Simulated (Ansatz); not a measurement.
# Fe (simple hexagonal type): the cost of one run

Method: DFT PBE, with the methods named in each step, in Ansatz 0.2.0.

1 further run of the same task is left out (it didn't finish).

## Step 1: The system as given

Symmetry: P6/mmm, No. 191, hexagonal system. Conventional cell: a = 2.479 Å, b = 2.479 Å, c = 2.381 Å, α = 90.00°, β = 90.00°, γ = 120.00°. Fe (site symmetry 6/mmm) has 8 Fe at 2.38 to 2.48 Å as nearest neighbours.

Coordinates:

```xyz
1
Lattice="2.4793 0.0000 0.0000 -1.2397 2.1471 0.0000 0.0000 0.0000 2.3812" Properties=species:S:1:pos:R:3 pbc="T T T"
Fe    0.0000    0.0000    0.0000
```

Whether this phase is the stable one at these pressures isn't tested.

## Step 2: The reference volume, LAPW

File input.yaml:

```yaml
crystal:
  lattice:
    - [2.4793108802, 0.0, 0.0]
    - [-1.2396554401, 2.1471462061, 0.0]
    - [0.0, 0.0, 2.3812366846]
  atoms:
    - { symbol: Fe, position: [0.0, 0.0, 0.0], spin: 2.5 }
magnetization:
  spin_polarized: true
kpoints:
  mp_grid: { grid: [18, 18, 16] }
  band_path:
    path:
      - [0.0, 0.0, 0.0]
      - [0.5, 0.0, 0.0]
      - [0.3333333333, 0.3333333333, 0.0]
      - [0.0, 0.0, 0.0]
      - [0.0, 0.0, 0.5]
      - [0.5, 0.0, 0.5]
      - [0.3333333333, 0.3333333333, 0.5]
      - [0.0, 0.0, 0.5]
      - [0.5, 0.0, 0.5]
    npoints: 14
scf:
  occupations: { method: fermi_dirac, width: 0.08 }
hamiltonian:
  xc: pbe
  pseudopotentials: { kind: all_electron, lapw: { basis_error: 0.001 } }
output:
  forces: true
  stress: true
  eigenvalues: true
  populations: true
  dos: { projected: true, de: 0.2, e_range: [-14, 8] }
```

Run with:

```bash
$ ansatz run input.yaml --threads 1 --pin off --max-ram 3072MiB --backend cpu --events-out ev --progress --plain --runs-dir out
```

**Question.** How long does this run take on 1 thread of Arm Neoverse V2, shared host, and how much memory does it need?

About 57 s, with a peak of 0.61 GiB.
